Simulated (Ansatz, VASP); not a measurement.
Two plane-wave programs on ZrB2

```
Zr B
1.0
     3.16752    0.00000    0.00000
    -1.58376    2.74316    0.00000
     0.00000    0.00000    3.55239
Zr B
1 2
Cartesian
  0.0000 0.0000 0.0000
  -0.3326 1.6368 1.7762
  1.9164 1.1064 1.7762
```

Change from the starting cell: shortest bond scaled by 0.58, PAW files.

Alike in both runs: task electric field gradients; functional PBE; k mesh 11 × 11 × 9; occupations fermi-dirac, width 0.05 eV; no spin polarisation.

```csv
,VASP,Ansatz
version,VASP 6.6.1,Ansatz 0.2.0
potentials or method,"VASP PAW PBE potentials, release 64 (Zr_sv, B)","PAW with Ansatz's default frozen-core files, scalar-relativistic"
plane-wave cutoff (eV),520,420
valence electrons in the cell,18,18
```

Ansatz gave:

* pressure (GPa): 82.6
* largest component of the traceless stress (GPa): 97.27
* rms of the force components (eV/Å): 21.656
* Vzz of the field gradient on the site that differs most (V/Å²): -43.2

**Question.** What did VASP give for the same quantities?

**Answer.** Pressure (GPa): 85.3; largest component of the traceless stress (GPa): 100.17; rms of the force components (eV/Å): 22.311; Vzz of the field gradient on the site that differs most (V/Å²): 49.1.

Atom by atom the forces differ by 0.655 eV/Å (rms over components). One of these differences is far larger than is usual between the two programs; its cause wasn't traced. With one functional, cell and mesh, what is left measures potentials, basis and numerics. Ansatz warned: «gradients_without_spin_orbit».

Caveats: the cell as given lies far from equilibrium; so large a pressure means that the cell lies far from this level's equilibrium, or that cutoff or potentials fall short (VASP); forces of over 1 eV/Å show positions far from the minimum, so gaps and moduli don't describe the material at rest.
